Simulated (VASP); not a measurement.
# Sr (Fm-3m) in VASP: a series of runs

One crystal, Sr, is run at these levels: PBE; tasks: relaxation of cell and atoms.

Program: VASP 6.6.1. These are calculated values, not measurements. Logs are shortened: lines on timing, memory, paths and dates and some standing lists are left out, and cuts for length are marked.

**1. The crystal as given**

It takes space group Fm-3m (No. 225, cubic). The conventional cell has a = 6.085 Å, b = 6.085 Å, c = 6.085 Å, α = 90.00°, β = 90.00°, γ = 90.00°. Sr (site symmetry m-3m) is surrounded by 12 Sr at 4.30 Å.

**2. Relaxation of cell and atoms, PBE**

The input, INCAR:

```
  ALGO = Normal
  EDIFF = 1E-6
  EDIFFG = -0.01
  ENCUT = 520
  GGA = PE
  IBRION = 2
  ISIF = 3
  ISMEAR = 0
  LASPH = True
  LCHARG = False
  LREAL = False
  LWAVE = False
  NELM = 120
  NSW = 90
  PREC = Accurate
  SIGMA = 0.1
```

The input, KPOINTS:

```
k-points
0
Gamma
  12 12 12
```

The input, POSCAR:

```
Sr
1.0
    0.0000000000      3.0423500000      3.0423500000
    3.0423500000      0.0000000000      3.0423500000
    3.0423500000      3.0423500000      0.0000000000
Sr
1
Direct
    0.0000000000      0.0000000000      0.0000000000
```

Potentials or basis: VASP PAW PBE potentials, release 64 (Sr_sv).

Launch:

```sh
$ cat potpaw_PBE.64/Sr_sv/POTCAR > POTCAR
$ mpirun -np 1 vasp_std > vasp.out
```

OUTCAR:

```text
EDIFF = 1E-6
   EDIFFG = -0.01
   ENCUT = 520
   GGA = PE
   IBRION = 2
   ISIF = 3
   ISMEAR = 0
   LASPH = True
   LREAL = False
   NELM = 120
   NSW = 90
   PREC = Accurate

 ion  position               nearest neighbor table
   1  0.000  0.000  0.000-

  LATTYP: Found a face centered cubic cell.
 ALAT       =     6.0847000000

  Lattice vectors:

 A1 = (   0.0000000000,   3.0423500000,   3.0423500000)
 A2 = (   3.0423500000,   0.0000000000,   3.0423500000)
 A3 = (   3.0423500000,   3.0423500000,   0.0000000000)

Analysis of symmetry for initial positions (statically):
=====================================================================
 Subroutine PRICEL returns:
 Original cell was already a primitive cell.

 Routine SETGRP: Setting up the symmetry group for a
 face centered cubic supercell.

 Subroutine GETGRP returns: Found 48 space group operations
 (whereof 48 operations were pure point group operations)
 out of a pool of 48 trial point group operations.

The static configuration has the point symmetry O_h .

Analysis of symmetry for dynamics (positions and initial velocities):
=====================================================================
 Subroutine PRICEL returns:
 Original cell was already a primitive cell.

 Routine SETGRP: Setting up the symmetry group for a
 face centered cubic supercell.

 Subroutine GETGRP returns: Found 48 space group operations
 (whereof 48 operations were pure point group operations)
 out of a pool of 48 trial point group operations.

The dynamic configuration has the point symmetry O_h .

 Subroutine INISYM returns: Found 48 space group operations
 (whereof 48 operations are pure point group operations),
 and found     1 'primitive' translations

----------------------------------------------------------------------------------------

                                     Primitive cell

  volume of cell :      56.3193

  direct lattice vectors                    reciprocal lattice vectors
     0.000000000  3.042350000  3.042350000    -0.164346640  0.164346640  0.164346640
     3.042350000  0.000000000  3.042350000     0.164346640 -0.164346640  0.164346640
     3.042350000  3.042350000  0.000000000     0.164346640  0.164346640 -0.164346640

  length of vectors
     4.302532631  4.302532631  4.302532631     0.284656730  0.284656730  0.284656730

  position of ions in fractional coordinates (direct lattice)
     0.000000000  0.000000000  0.000000000

  ion indices of the primitive-cell ions
   primitive index   ion index
                 1           1

----------------------------------------------------------------------------------------

 KPOINTS: k-points

Automatic generation of k-mesh.
 Grid dimensions read from file:
 generate k-points for:   12   12   12

 Generating k-lattice:

  Cartesian coordinates                     Fractional coordinates (reciprocal lattice)
    -0.013695553  0.013695553  0.013695553     0.083333333  0.000000000  0.000000000
     0.013695553 -0.013695553  0.013695553     0.000000000  0.083333333  0.000000000
     0.013695553  0.013695553 -0.013695553     0.000000000  0.000000000  0.083333333

  Length of vectors
     0.023721394  0.023721394  0.023721394

  Shift w.r.t. Gamma in fractional coordinates (k-lattice)
     0.000000000  0.000000000  0.000000000

 Subroutine IBZKPT returns following result:
 ===========================================

 Found     72 irreducible k-points:

 Following reciprocal coordinates:
            Coordinates               Weight
  0.000000  0.000000  0.000000      1.000000
  0.083333  0.000000  0.000000      8.000000
  0.166667  0.000000  0.000000      8.000000
  0.250000  0.000000  0.000000      8.000000
  0.333333  0.000000  0.000000      8.000000
  0.416667  0.000000  0.000000      8.000000
[... 16 lines left out ...]
  0.500000  0.166667  0.000000     24.000000
 -0.416667  0.166667  0.000000     24.000000
 [... further k-points ...]
   k-points           NKPTS =     72   k-points in BZ     NKDIM =     72   number of bands    NBANDS=      9
   number of dos      NEDOS =    301   number of ions     NIONS =      1
   total plane-waves  NPLWV =  32768
   dimension x,y,z NGX =    32 NGY =   32 NGZ =   32
   dimension x,y,z NGXF=    64 NGYF=   64 NGZF=   64
   ions per type =               1
   NGX,Y,Z   is equivalent  to a cutoff of  12.36, 12.36, 12.36 a.u.
   NGXF,Y,Z  is equivalent  to a cutoff of  24.73, 24.73, 24.73 a.u.
 SYSTEM =  unknown system
   PREC   = accura    normal or accurate (medium, high low for compatibility)
   ISTART =      0    job   : 0-new  1-cont  2-samecut
   ICHARG =      2    charge: 1-file 2-atom 10-const
   ISPIN  =      1    spin polarized calculation?
   LNONCOLLINEAR =      F non collinear calculations
   LSORBIT =      F    spin-orbit coupling
   LASPH  =      T    aspherical Exc in radial PAW
   ENCUT  =  520.0 eV  38.22 Ry    6.18 a.u.   8.00  8.00  8.00*2*pi/ulx,y,z
   NELM   =    120;   NELMIN=  2; NELMDL= -5     # of ELM steps
   EDIFF  = 0.1E-05   stopping-criterion for ELM
   LREAL  =      F    real-space projection
   EDIFFG = -.1E-01   stopping-criterion for IOM
   NSW    =     90    number of steps for IOM
   IBRION =      2    ionic relax: 0-MD 1-quasi-New 2-CG
   NFREE  =      1    steps in history (QN), initial steepest desc. (CG)
   ISIF   =      3    stress and relaxation
   ISYM   =      2    0-nonsym 1-usesym 2-fastsym
   POTIM  = 0.5000    time-step for ionic-motion
   TEBEG  =    0.0;   TEEND  =   0.0 temperature during run
   PSTRESS=    0.0 pullay stress
   NELECT =      10.0000    total number of electrons
   NUPDOWN=      -1.0000    fix difference up-down
   EMIN   =  10.00;   EMAX   =-10.00  energy-range for DOS
   EFERMI =   0.00;   METHOD = LEGACY
   ISMEAR =     0;   SIGMA  =   0.10  broadening in eV -4-tet -1-fermi 0-gaus
   EFERMI_NEDOS =   21; number of points for ismear=-14 and -15
   IALGO  =     38    algorithm
   IMIX   =      4    mixing-type and parameters
     AMIX     =   0.40;   BMIX     =  1.00
     AMIX_MAG =   1.60;   BMIX_MAG =  1.00
  volume/ion in A,a.u.               =      56.32       380.06
  Fermi-wavevector in a.u.,A,eV,Ry     =   0.920144  1.738819 11.519569  0.846664
  Thomas-Fermi vector in A             =   2.045416
   LORBIT       =      0    0 simple, 1 ext, 2 COOP (PROOUT), +10 PAW based schemes
   GGA     = PE    functional components
   LHFCALC =     F    Hartree Fock is set to
   AEXX    =    0.0000 exact exchange contribution
   IVDW    =     0    specifies the selected vdW correction
   LEPSILON=     F    determine dielectric tensor
   LRPA    =     F    only Hartree local field effects (RPA)
 conjugate gradient relaxation of ions
 non-spin polarized calculation
 Gauss-broadening in eV      SIGMA  =   0.10
  energy-cutoff  :      520.00
  volume of cell :       56.32
 maximum number of plane-waves:      1540
   NGX = 15   NGY = 15   NGZ = 15

--------------------------------------- Ionic step        1  -------------------------------------------

 number of electron      10.0000000 magnetization

 Free energy of the ion-electron system (eV)
  ---------------------------------------------------
  ext. energy  EPLUGINS =         0.00000000
  ---------------------------------------------------
  free energy    TOTEN  =        -1.63866408 eV

  energy without entropy =       -1.63048940  energy(sigma->0) =       -1.63457674

------------------------ aborting loop because EDIFF is reached ----------------------------------------

  FORCE on cell =-STRESS in cart. coord.  units (eV):
  Direction    XX          YY          ZZ          XY          YZ          ZX
  --------------------------------------------------------------------------------------
  -------------------------------------------------------------------------------------
  Total       -0.1114803     -0.1114803     -0.1114803      0.0000000      0.0000000      0.0000000
  in kB       -3.1714020     -3.1714020     -3.1714020      0.0000000      0.0000000      0.0000000
  external PRESSURE =      -3.1714020 kB  Pullay stress =       0.0000000 kB

 VOLUME and BASIS-vectors are now :
 -----------------------------------------------------------------------------
  energy-cutoff  :      520.00
  volume of cell :       56.32
      direct lattice vectors                 reciprocal lattice vectors
     0.000000000  3.042350000  3.042350000    -0.164346640  0.164346640  0.164346640
     3.042350000  0.000000000  3.042350000     0.164346640 -0.164346640  0.164346640
     3.042350000  3.042350000  0.000000000     0.164346640  0.164346640 -0.164346640
[... 36 lines left out ...]
 POSITION                                       TOTAL-FORCE (eV/Angst)
 -----------------------------------------------------------------------------------
      3.02599      3.02599      0.00000        -0.000000     -0.000000      0.000000
 -----------------------------------------------------------------------------------
    total drift:                                0.000000      0.000000     -0.000000

  FREE ENERGIE OF THE ION-ELECTRON SYSTEM (eV)
  ---------------------------------------------------
  free  energy   TOTEN  =        -1.6399246845 eV

  energy  without entropy=       -1.6321513651  energy(sigma->0) =       -1.63603802

--------------------------------------- Ionic step        3  -------------------------------------------

 number of electron      10.0000000 magnetization

 Free energy of the ion-electron system (eV)
  ---------------------------------------------------
  ext. energy  EPLUGINS =         0.00000000
  ---------------------------------------------------
  free energy    TOTEN  =        -1.64019973 eV

  energy without entropy =       -1.63272046  energy(sigma->0) =       -1.63646009

 E-fermi :   1.5942     XC(G=0):  -7.3597

 val. band max:        1.5859276290   @ k =  -0.3333   0.3333   0.1667
 cond. band min:       1.6032972218   @ k =  -0.4167   0.2500   0.0000
 fundamental gap:      0.0173695929
 Fermi energy:         1.5942043633

 k-point     1 :       0.0000    0.0000    0.0000
  band No.  band energies     occupation
      1     -35.0169      2.00000
      2     -16.9042      2.00000
      3     -16.9042      2.00000
      4     -16.9042      2.00000
      5      -2.0553      2.00000
      6       3.9425      0.00000
      7       3.9425      0.00000
      8       3.9425      0.00000
      9       5.4136      0.00000

 k-point     2 :       0.0833    0.0000    0.0000
  band No.  band energies     occupation
      1     -35.0160      2.00000
      2     -16.9178      2.00000
      3     -16.9060      2.00000
      4     -16.9060      2.00000
      5      -1.9431      2.00000
      6       3.7671      0.00000
      7       3.9957      0.00000
      8       3.9957      0.00000
      9       5.3423      0.00000
[... 253 lines left out ...]
 k-point    24 :      -0.4167    0.1667    0.0000
  band No.  band energies     occupation
      1     -35.0014      2.00000
      2     -17.0835      2.00000
      3     -16.9670      2.00000
      4     -16.9386      2.00000
      5       0.8267      2.00000
      6       1.6862      0.19340
      7       3.1895      0.00000
      8       4.1074      0.00000
      9       6.1560      0.00000

 [... further k-points ...]

------------------------ aborting loop because EDIFF is reached ----------------------------------------

  FORCE on cell =-STRESS in cart. coord.  units (eV):
  Direction    XX          YY          ZZ          XY          YZ          ZX
  --------------------------------------------------------------------------------------
  -------------------------------------------------------------------------------------
  Total       -0.0013939     -0.0013939     -0.0013939      0.0000000      0.0000000      0.0000000
  in kB       -0.0407434     -0.0407434     -0.0407434      0.0000000      0.0000000      0.0000000
  external PRESSURE =      -0.0407434 kB  Pullay stress =       0.0000000 kB

 VOLUME and BASIS-vectors are now :
 -----------------------------------------------------------------------------
  energy-cutoff  :      520.00
  volume of cell :       54.81
      direct lattice vectors                 reciprocal lattice vectors
    -0.000000000  3.015001040  3.015001040    -0.165837422  0.165837422  0.165837422
     3.015001040  0.000000000  3.015001040     0.165837422 -0.165837422  0.165837422
     3.015001040  3.015001040  0.000000000     0.165837422  0.165837422 -0.165837422

 POSITION                                       TOTAL-FORCE (eV/Angst)
 -----------------------------------------------------------------------------------
      0.00000      0.00000      0.00000         0.000000      0.000000     -0.000000
 -----------------------------------------------------------------------------------
    total drift:                                0.000000      0.000000     -0.000000

  FREE ENERGIE OF THE ION-ELECTRON SYSTEM (eV)
  ---------------------------------------------------
  free  energy   TOTEN  =        -1.6401997296 eV

  energy  without entropy=       -1.6327204604  energy(sigma->0) =       -1.63646009

 reached required accuracy - stopping structural energy minimisation
```

Wall time 36 s (1 thread of AMD EPYC 9R45 (Zen 5), shared host); peak memory 0.17 GiB.

Results:

```yaml
Free_energy: -1.6402 eV
Relaxed_volume: 54.81 Å³/atom
Relaxed_cell: a = 4.264 Å, b = 4.264 Å, c = 4.264 Å, α = 60.00°, β = 60.00°, γ = 60.00°
Space_group_after_relaxing_to_0.05_Å: Fm-3m (No. 225)
Energy_gained_by_relaxing: 1.5 meV/atom
Ionic_steps: 3
Pressure_after_relaxing: 0.0 GPa
Band_gap_on_the_k_mesh: none (metal or under the smearing width)
```

Step by step:
| step | energy change (eV) | largest force (eV/Å) | pressure (GPa) | volume (Å³) |
| --- | --- | --- | --- | --- |
| 1 | 0.0000 | 0.0000 | -0.32 | 56.32 |
| 2 | -0.0013 | 0.0000 | -0.13 | 55.42 |
| 3 | -0.0015 | 0.0000 | 0.00 | 54.81 |

Final structure:
```
CELL_PARAMETERS angstrom
0.00000 3.01500 3.01500
3.01500 0.00000 3.01500
3.01500 3.01500 0.00000
ATOMIC_POSITIONS crystal
Sr 0.00000 0.00000 0.00000
```

(Continued in part 2 of 2.)
